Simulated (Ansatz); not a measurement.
# HfO2 (P2_1/c) in Ansatz: notebook, part 2 of 2

Ansatz 0.2.0.

## (3) Single point, PBE

Contents of input.yaml:

```yaml
crystal:
  lattice:
    - [5.118, 0.0, 0.0]
    - [0.0, 5.1857, 0.0]
    - [-0.8586630598, 0.0, 5.2138671406]
  atoms:
    - { symbol: Hf, position: [0.2755, 0.4603, 0.708] }
    - { symbol: Hf, position: [0.7245, 0.9603, 0.792] }
    - { symbol: Hf, position: [0.7245, 0.5397, 0.292] }
    - { symbol: Hf, position: [0.2755, 0.0397, 0.208] }
    - { symbol: O, position: [0.0742, 0.1684, 0.8467] }
    - { symbol: O, position: [0.9258, 0.6684, 0.6533] }
    - { symbol: O, position: [0.9258, 0.8316, 0.1533] }
    - { symbol: O, position: [0.0742, 0.3316, 0.3467] }
    - { symbol: O, position: [0.4487, 0.7419, 0.9801] }
    - { symbol: O, position: [0.5513, 0.2419, 0.5199] }
    - { symbol: O, position: [0.5513, 0.2581, 0.0199] }
    - { symbol: O, position: [0.4487, 0.7581, 0.4801] }
hamiltonian:
  xc: pbe
  pseudopotentials: { kind: paw }
kpoints:
  mp_grid: { grid: [4, 4, 4] }
scf:
  occupations: { method: fermi_dirac, width: 0.05 }
output:
  forces: true
  stress: true
  eigenvalues: true
```

Potentials or basis: Ansatz PAW.

Run with:

```bash
ansatz run input.yaml --threads 2 --pin off --max-ram 5120MiB --backend cpu --events-out ev --progress --plain --runs-dir out
```

The log of the run:

```text
Warning: RAYON_NUM_THREADS=2 ignored (pool sized by the plan → 2); use --threads N
Engine: ansatz 0.2.0, aarch64-unknown-linux-gnu
Pseudopotentials: kind: paw
Pseudopotential: Hf, paw, valence charge 26, recommended cutoff 420 eV (normal), Hf.paw.azcp
Pseudopotential: O, paw, valence charge 6, recommended cutoff 420 eV (normal), O.paw.azcp
Functional definition: PBE
  parameter kappa = 0.804
  parameter beta = 0.06672455060314922
  exchange = pbe_x(kappa = kappa, mu = beta*pi^2/3)
  correlation = pbe_c(beta = beta)
Crystal: 12 atoms, lattice volume = 138.378 Å³
Basis set: ecut = 420 eV, 2699 PW (Γ), exchange–correlation on 72×72×72 points (8 copies of the dense FFT grid, shifted against one another)
Bands: 92, of which v1, the nominal top of the filled ones, is band 76 counted from 1 (75 counted from 0)
Symmetry: 4 space group operations
Space group: P21/c (ITA 14), of the structure as read, at distance tolerance 5.2e-5 Å
k-points: 30 of 64
Non-local potential: Hf, projectors of the file, l = 0: 3, l = 1: 2, l = 2: 2, l = 3: 3
Non-local potential: O, projectors of the file, l = 0: 2, l = 1: 2, l = 2: 1
PAW form: soft (Blöchl's): semilocal exchange-correlation on the pseudo side does not see the compensation charge
PAW one-centre angular grid: Hf, 590 points (default); XC on 64 Gauss nodes
PAW one-centre angular grid: O, 110 points (default); XC on 64 Gauss nodes
Initial density: superposition of atomic densities (neutral atoms: chi_scale 0, normalization atom), corrected by the library's trained network
Initial wavefunctions: pseudopotential atomic-orbital guess
Functional: x = pbe(κ = 0.804, μ = 0.2195149727645171), c = pbe(β = 0.06672455060314922)
SCF iter   1: F=—  HF=-67446.629248 eV  |F-HF|=—  |Δ(HF+E_count)|=         —  Δρ=2.97e-3  dr2=5.19e-3  ethr=1.77e-3  ⟨swp⟩=5.3  Hψ=8635  notcnv=0  defer=64
preconditioner: auto → Resta (q_TF=auto, 2.771 Å⁻¹)  ε∞=5.3  [insulator: Δε(μ)=4.167 eV  Ē_g=18.204 eV  σ=0.050 eV  W_gap=1.00  n_scr=52 (ndim 8)  ℏωp=37.9 eV  f_vac=0.076  D(μ)=0.00/eV (n_scr^D=0)  ε∞_Penn≈5.3]
SCF iter   2: F=—  HF=-67446.630500 eV  |F-HF|=—  |Δ(HF+E_count)|=   1.25e-3  Δρ=1.51e-3  dr2=1.08e-3  ethr=3.42e-6  ⟨swp⟩=2.0  Hψ=5069  notcnv=0  defer=90
SCF iter   3: F=—  HF=-67446.631242 eV  |F-HF|=—  |Δ(HF+E_count)|=   7.42e-4  Δρ=5.61e-4  dr2=2.59e-4  ethr=7.12e-7  ⟨swp⟩=2.0  Hψ=4143  notcnv=0  defer=8
automatic band count: iteration 3 solves 88 bands in place of 92: the levels show a gap, and the empty bands left out lie too high to hold charge; the band table lists the bands solved (type scf.n_extra_bands for more)
SCF iter   4: F=—  HF=-67446.631384 eV  |F-HF|=—  |Δ(HF+E_count)|=   1.41e-4  Δρ=1.08e-4  dr2=1.48e-5  ethr=1.71e-7  ⟨swp⟩=2.0  Hψ=4257  notcnv=0  defer=8
SCF iter   5: F=—  HF=-67446.631373 eV  |F-HF|=—  |Δ(HF+E_count)|=   1.10e-5  Δρ=5.06e-5  dr2=3.56e-6  ethr=9.75e-9  ⟨swp⟩=2.0  Hψ=4302  notcnv=0  defer=8
SCF iter   6: F=—  HF=-67446.631373 eV  |F-HF|=—  |Δ(HF+E_count)|=   5.97e-7  Δρ=2.25e-5  dr2=5.68e-7  ethr=2.34e-9  ⟨swp⟩=2.0  Hψ=4257  notcnv=0  defer=8
SCF iter   7: F=-67446.631374 eV  HF=-67446.631373 eV  |F-HF|=6.88e-8  |Δ(HF+E_count)|=   1.19e-7  Δρ=5.96e-6  dr2=5.39e-8  ethr=6.58e-11  ⟨swp⟩=8.9  Hψ=11351  notcnv=0
SCF 1 converged in 7 iterations: F = -67446.631374 eV  dr2 = 5.39e-8
SCF converged after 7 iterations
Free energy (F): -67446.631374 eV
Harris-Foulkes:  -67446.631373 eV  (|F-HF|=6.88e-8)
Internal energy: -67446.631374 eV  (E = F + TS)
E sigma→0 (E₀):  -67446.631374 eV
Fermi energy:    16.216804 eV
--- Per-component energies (eV) ---
  E_band       = 13.388963
  E_kinetic    = 3092.446218
  E_local      = -24595.722868  (includes V_loc(G=0)·N_el)
  E_nonlocal   = -4587.053541
  E_hartree    = 11256.350182
  E_xc         = -1792.282404
  E_vxc        = -1820.680516  (∫ρ·V_xc dr)
  E_paw        = -28975.026988  (= ΣΔE_a)
  E_vpaw       = 5411.700960  (= ΣTr[D̂ρ^β])
  E_aug_tail   = 0.019878  (compensation charges beyond the density's cutoff)
  E_ewald      = -21845.361851
  E_smearing   = -0.000000  (= −TS)
  E_closure    = -0.000000  (closes the sum)
  Σ components = -67446.631374   (vs F -67446.631374, Δ=0.00e0)
--- Forces (eV/Å), atoms counted from 1 ---
  atom   1  Hf     0.20599757     0.00579344     0.09202898
  atom   2  Hf    -0.20599757     0.00579344    -0.09202898
  atom   3  Hf    -0.20599757    -0.00579344    -0.09202898
  atom   4  Hf     0.20599757    -0.00579344     0.09202898
  atom   5  O     -0.41509573    -0.18316665    -0.16176243
  atom   6  O      0.41509573    -0.18316665     0.16176243
  atom   7  O      0.41509573     0.18316665     0.16176243
  atom   8  O     -0.41509573     0.18316665    -0.16176243
  atom   9  O     -0.15326985     0.03071795    -0.07361624
  atom  10  O      0.15326985     0.03071795     0.07361624
  atom  11  O      0.15326985    -0.03071795     0.07361624
  atom  12  O     -0.15326985    -0.03071795    -0.07361624
  max |Σ_I F_I| component: 6.25e-17 eV/Å
--- Stress (GPa, compression-positive) ---
        5.843437       0.000000       0.468740
        0.000000       5.225417       0.000000
        0.468739       0.000000       6.528235
  P = ⅓ Tr σ = 5.8657 GPa (58.657 kbar)
--- Band table (eV; the first three rows and the last of 30) ---
  k-point 0: bands = ["-46.1781", "-46.1585", "-46.1550", "-46.1543", "-15.2822", "-15.2535", "-15.2273", "-15.0327", "-14.9677", "-14.9264", "-14.9064", "-14.8684", "-14.8360", "-14.8317", "-14.7783", "-14.7252", "-3.9472", "-2.6129", "-2.4519", "-2.4502", "-1.9634", "-1.9470", "-1.8434", "-1.7196", "3.9417", "3.9517", "3.9518", "3.9528", "3.9581", "3.9637", "3.9684", "3.9689", "3.9727", "3.9732", "3.9753", "3.9793", "3.9800", "3.9814", "3.9859", "3.9902", "3.9934", "3.9949", "3.9960", "3.9986", "4.0020", "4.0097", "4.0118", "4.0220", "4.0307", "4.0422", "4.0525", "4.0914", "8.6750", "8.7713", "9.3000", "9.4940", "9.6006", "9.9490", "10.7730", "11.0512", "11.1870", "11.3689", "11.4506", "11.5622", "12.1576", "12.2500", "12.3218", "12.3226", "12.5534", "13.0104", "13.0895", "13.1350", "13.6273", "13.6436", "13.9810", "14.1213", "18.7055", "19.2716", "19.4465", "19.6676", "19.8377", "20.0784", "20.3652", "20.5106", "20.7558", "20.8441", "21.4545", "21.4868"]
  k-point 1: bands = ["-46.1750", "-46.1608", "-46.1550", "-46.1550", "-15.2414", "-15.1992", "-15.1927", "-15.0702", "-15.0094", "-14.9080", "-14.9072", "-14.8932", "-14.8411", "-14.8216", "-14.7879", "-14.7803", "-3.7073", "-2.5577", "-2.5449", "-2.4329", "-2.0716", "-1.9659", "-1.9316", "-1.7662", "3.9398", "3.9449", "3.9540", "3.9553", "3.9560", "3.9640", "3.9689", "3.9709", "3.9720", "3.9744", "3.9752", "3.9786", "3.9798", "3.9836", "3.9855", "3.9881", "3.9911", "3.9944", "3.9961", "4.0018", "4.0057", "4.0061", "4.0191", "4.0200", "4.0299", "4.0406", "4.0480", "4.0769", "8.8622", "9.0885", "9.5828", "9.6565", "9.8930", "10.1185", "10.5026", "10.8289", "10.8509", "11.3200", "11.5318", "11.6372", "11.8707", "12.1713", "12.1797", "12.4439", "12.6568", "12.7266", "12.8602", "13.2420", "13.3521", "13.5689", "13.8026", "13.9106", "18.7944", "19.1417", "19.2697", "19.7014", "20.1252", "20.1707", "20.6751", "20.7800", "20.9807", "21.0131", "21.1676", "21.5484"]
  k-point 2: bands = ["-46.1677", "-46.1677", "-46.1552", "-46.1552", "-15.1445", "-15.1445", "-15.1320", "-15.1320", "-15.0267", "-15.0267", "-14.8744", "-14.8744", "-14.8500", "-14.8500", "-14.8068", "-14.8068", "-3.1183", "-3.1183", "-2.4226", "-2.4226", "-2.0584", "-2.0584", "-1.9105", "-1.9105", "3.9390", "3.9390", "3.9555", "3.9555", "3.9619", "3.9619", "3.9692", "3.9692", "3.9709", "3.9709", "3.9771", "3.9771", "3.9830", "3.9830", "3.9864", "3.9864", "3.9912", "3.9912", "3.9960", "3.9960", "4.0109", "4.0109", "4.0291", "4.0291", "4.0349", "4.0349", "4.0461", "4.0461", "9.3825", "9.3825", "9.8923", "9.8923", "10.0106", "10.0106", "10.5822", "10.5822", "10.9967", "10.9967", "11.3460", "11.3460", "11.8076", "11.8076", "12.2430", "12.2430", "12.6036", "12.6036", "13.1345", "13.1345", "13.3361", "13.3361", "13.6546", "13.6546", "18.9531", "18.9531", "19.3950", "19.3950", "20.3223", "20.3223", "20.9181", "20.9181", "20.9759", "20.9759", "21.7984", "21.7984"]
  k-point 29: bands = ["-46.1644", "-46.1644", "-46.1585", "-46.1585", "-15.2613", "-15.2613", "-15.2296", "-15.2296", "-14.8977", "-14.8977", "-14.8362", "-14.8362", "-14.8326", "-14.8326", "-14.7694", "-14.7694", "-3.0685", "-3.0685", "-2.7387", "-2.7387", "-1.8748", "-1.8748", "-1.8154", "-1.8154", "3.9482", "3.9482", "3.9549", "3.9549", "3.9639", "3.9639", "3.9647", "3.9647", "3.9780", "3.9780", "3.9786", "3.9786", "3.9820", "3.9820", "3.9893", "3.9893", "3.9912", "3.9912", "3.9916", "3.9916", "4.0043", "4.0043", "4.0175", "4.0175", "4.0314", "4.0314", "4.0496", "4.0496", "9.6069", "9.6069", "9.8796", "9.8796", "10.2114", "10.2114", "10.5830", "10.5830", "11.3381", "11.3381", "11.4579", "11.4579", "11.7970", "11.7970", "11.8890", "11.8890", "12.6066", "12.6066", "12.9334", "12.9334", "13.1185", "13.1185", "13.4101", "13.4101", "18.7628", "18.7628", "19.4657", "19.4657", "19.8508", "19.8508", "20.2531", "20.2531", "21.1293", "21.1293", "21.2420", "21.2420"]
```

It took 12 s on 2 threads of Arm Neoverse V1, shared host; peak memory 0.61 GiB.

Results:

| Quantity | Value |
| --- | --- |
| Free energy | -67446.6314 eV |
| Pressure | 5.9 GPa |
| Largest force | 0.482 eV/Å |
| Band gap on the k mesh | 4.15 eV, indirect (least direct gap 4.25 eV) |

Forces in eV/Å, atoms in the order of the input:
```
Hf   0.206  0.006  0.092
Hf  -0.206  0.006 -0.092
Hf  -0.206 -0.006 -0.092
Hf   0.206 -0.006  0.092
O   -0.415 -0.183 -0.162
O    0.415 -0.183  0.162
O    0.415  0.183  0.162
O   -0.415  0.183 -0.162
O   -0.153  0.031 -0.074
O    0.153  0.031  0.074
O    0.153 -0.031  0.074
O   -0.153 -0.031 -0.074
```

Caveat: the pressure holds a Pulay correction of +0.8 GPa for the finite cutoff; spin-orbit coupling is left out, which moves the levels of the heavy elements.

## (4) Comparison with measurements

Step 3. A measured gap of HfO2 is 5.54 eV (indirect; quoted in “Temperature dependence of self-trapped exciton luminescence in nanostructured hafnia powder”, 2021, arxiv:2112.02602); the calculated 4.15 eV misses it by -1.39 eV. Spin-orbit coupling on Hf is left out. The value is that of PBE on a finite k mesh, which can miss the band edges, without temperature or zero-point motion. Semilocal functionals fall short of measured gaps as a rule.
